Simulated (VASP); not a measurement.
# CdS (F-43m) in VASP: further runs, part 2 of 2

VASP 6.6.1.

### 3 Single point, PBE (atom 2 (S) moved by [0.056569, 0.056569, 0.0] A)

Contents of INCAR:

```
SYSTEM = CdS
PREC     = Accurate       ! precision mode
ENCUT    = 520            ! plane-wave cutoff, eV
EDIFF    = 1E-7           ! SCF threshold, eV
ISMEAR   = -1             ! smearing method
SIGMA    = 0.01           ! smearing width, eV
LREAL    = .FALSE.        ! projectors in reciprocal space
LASPH    = .TRUE.         ! aspherical terms in the spheres
NELM     = 100            ! most SCF steps
ALGO     = Fast           ! electronic algorithm
ISIF     = 2              ! what is computed and relaxed
LWAVE    = .FALSE.        ! write WAVECAR
LCHARG   = .TRUE.         ! write CHGCAR
GGA      = PE             ! functional
LELF     = .TRUE.         ! ELF
LVHAR    = .TRUE.       
NBANDS   = 16             ! bands
```

Contents of KPOINTS:

```
regular mesh
0
G
  8 8 8
  0 0 0
```

Contents of POSCAR:

```
CdS
1.0
    0.0000000000      2.9100000000      2.9100000000
    2.9100000000      0.0000000000      2.9100000000
    2.9100000000      2.9100000000      0.0000000000
Cd S
1 1
Direct
    0.0000000000      0.0000000000      0.0000000000
    0.7500000000      0.7500000000      0.7694395189
```

Potentials or basis: VASP PAW PBE potentials, release 64 (Cd, S).

On the command line:

```bash
$ cat potpaw_PBE.64/Cd/POTCAR potpaw_PBE.64/S/POTCAR > POTCAR
$ mpirun -np 1 vasp_std > vasp.out
```

OUTCAR:

```text
SYSTEM = CdS
   PREC = Accurate
   ENCUT = 520
   EDIFF = 1E-7
   ISMEAR = -1
   LREAL = .FALSE.
   LASPH = .TRUE.
   NELM = 100
   ISIF = 2
   GGA = PE

 ion  position               nearest neighbor table
   1  0.000  0.000  0.000-   2 2.46   2 2.52   2 2.52   2 2.59
   2  0.750  0.750  0.769-   1 2.46   1 2.52   1 2.52   1 2.59

  LATTYP: Found a face centered cubic cell.
 ALAT       =     5.8200000000

  Lattice vectors:

 A1 = (   0.0000000000,   2.9100000000,   2.9100000000)
 A2 = (   2.9100000000,   0.0000000000,   2.9100000000)
 A3 = (   2.9100000000,   2.9100000000,   0.0000000000)

Analysis of symmetry for initial positions (statically):
=====================================================================
 Subroutine PRICEL returns:
 Original cell was already a primitive cell.

 Routine SETGRP: Setting up the symmetry group for a
 face centered cubic supercell.

 Subroutine GETGRP returns: Found  2 space group operations
 (whereof  2 operations were pure point group operations)
 out of a pool of 48 trial point group operations.

The static configuration has the point symmetry C_1h.

Analysis of symmetry for dynamics (positions and initial velocities):
=====================================================================
 Subroutine PRICEL returns:
 Original cell was already a primitive cell.

 Routine SETGRP: Setting up the symmetry group for a
 face centered cubic supercell.

 Subroutine GETGRP returns: Found  2 space group operations
 (whereof  2 operations were pure point group operations)
 out of a pool of 48 trial point group operations.

The dynamic configuration has the point symmetry C_1h.

 Subroutine INISYM returns: Found  2 space group operations
 (whereof  2 operations are pure point group operations),
 and found     1 'primitive' translations

[... 112 lines left out ...]
   IMIX   =      4    mixing-type and parameters
     AMIX     =   0.40;   BMIX     =  1.00
     AMIX_MAG =   1.60;   BMIX_MAG =  1.00
  volume/ion in A,a.u.               =      24.64       166.29
  Fermi-wavevector in a.u.,A,eV,Ry     =   1.170207  2.211371 18.631605  1.369384
  Thomas-Fermi vector in A             =   2.306669
   LORBIT       =      0    0 simple, 1 ext, 2 COOP (PROOUT), +10 PAW based schemes
   GGA     = PE    functional components
   LHFCALC =     F    Hartree Fock is set to
   AEXX    =    0.0000 exact exchange contribution
   IVDW    =     0    specifies the selected vdW correction
   LEPSILON=     F    determine dielectric tensor
   LRPA    =     F    only Hartree local field effects (RPA)
 non-spin polarized calculation
 RMM-DIIS sequential band-by-band and
  energy-cutoff  :      520.00
  volume of cell :       49.28
 maximum number of plane-waves:      1363
   NGX = 15   NGY = 15   NGZ = 15

 number of electron      18.0000004 magnetization

 Free energy of the ion-electron system (eV)
  ---------------------------------------------------
  ext. energy  EPLUGINS =         0.00000000
  ---------------------------------------------------
  free energy    TOTEN  =        -6.09684324 eV

  energy without entropy =       -6.09684324  energy(sigma->0) =       -6.09684324

 E-fermi :   1.6468     XC(G=0):  -9.1809

 val. band max:        1.3859279406   @ k =   0.0000   0.0000   0.0000
 cond. band min:       2.5436350985   @ k =   0.0000   0.0000   0.0000
 fundamental gap:      1.1577071579
 Fermi energy:         1.6467909828

 k-point     1 :       0.0000    0.0000    0.0000
  band No.  band energies     occupation
      1     -11.0482      2.00000
      2      -6.4449      2.00000
      3      -6.3892      2.00000
      4      -6.3299      2.00000
      5      -5.8996      2.00000
      6      -5.8983      2.00000
[... 433 lines left out ...]
      3      -6.2435      2.00000
      4      -5.9575      2.00000
      5      -5.8655      2.00000
      6      -5.8216      2.00000
[... 8 lines left out ...]
     15      13.3023      0.00000
     16      13.5786      0.00000

 [... further k-points ...]

------------------------ aborting loop because EDIFF is reached ----------------------------------------

  FORCE on cell =-STRESS in cart. coord.  units (eV):
  Direction    XX          YY          ZZ          XY          YZ          ZX
  --------------------------------------------------------------------------------------
  -------------------------------------------------------------------------------------
  Total        1.1684662      1.1684662      1.2028842      0.0667117      0.4281037      0.4281037
  in kB       37.9854945     37.9854945     39.1043831      2.1687219     13.9171584     13.9171587
  external PRESSURE =      38.3584574 kB  Pullay stress =       0.0000000 kB

 VOLUME and BASIS-vectors are now :
 -----------------------------------------------------------------------------
  energy-cutoff  :      520.00
  volume of cell :       49.28
      direct lattice vectors                 reciprocal lattice vectors
     0.000000000  2.910000000  2.910000000    -0.171821306  0.171821306  0.171821306
     2.910000000  0.000000000  2.910000000     0.171821306 -0.171821306  0.171821306
     2.910000000  2.910000000  0.000000000     0.171821306  0.171821306 -0.171821306

 POSITION                                       TOTAL-FORCE (eV/Angst)
 -----------------------------------------------------------------------------------
      0.00000      0.00000      0.00000         0.306983      0.306983      0.067674
      4.42157      4.42157      4.36500        -0.306983     -0.306983     -0.067674
 -----------------------------------------------------------------------------------
    total drift:                                0.000051      0.000051     -0.000003

  FREE ENERGIE OF THE ION-ELECTRON SYSTEM (eV)
  ---------------------------------------------------
  free  energy   TOTEN  =        -6.0968432406 eV

  energy  without entropy=       -6.0968432406  energy(sigma->0) =       -6.09684324
```

stdout:

```text
POSCAR found type information on POSCAR CdS
 POSCAR found :  2 types and       2 ions
 scaLAPACK will be used
 LDA part: xc-table for (Slater+PW92), standard interpolation
 POSCAR, INCAR and KPOINTS ok, starting setup
 FFT: planning ... GRIDC
 FFT: planning ... GRID_SOFT
 FFT: planning ... GRID
 WAVECAR not read
 entering main loop
```

It took 42 s on 1 thread of Intel Xeon 6975P-C (Granite Rapids), shared host; peak memory 0.26 GiB.

What came out:

```yaml
Free_energy: -6.0968 eV
Pressure: 3.8 GPa
Largest_force: 0.439 eV/Å
Band_gap_on_the_k_mesh: 1.16 eV, direct
```

Forces in eV/Å, atoms in the order of the input:
```
Cd   0.307  0.307  0.068
S   -0.307 -0.307 -0.068
```

Levels at points of the mesh, in eV from the valence-band top:
| k point | band 7 | band 8 | band 9 | band 10 | band 11 | band 12 |
| --- | --- | --- | --- | --- | --- | --- |
| (0.00, 0.00, 0.00) | -0.04 | -0.01 | 0.00 | 1.16 | 6.52 | 6.53 |
| (0.50, 0.00, 0.00) | -4.45 | -0.88 | -0.67 | 3.02 | 6.80 | 7.21 |
| (0.00, 0.00, 0.50) | -4.32 | -0.79 | -0.67 | 2.92 | 6.82 | 7.05 |
| (0.50, 0.50, 0.50) | -4.59 | -0.88 | -0.76 | 3.11 | 6.95 | 7.18 |
| (0.50, 0.50, 0.00) | -4.00 | -1.92 | -1.90 | 3.52 | 4.34 | 9.25 |
| (0.00, 0.50, 0.50) | -3.99 | -1.92 | -1.90 | 3.51 | 4.36 | 9.24 |
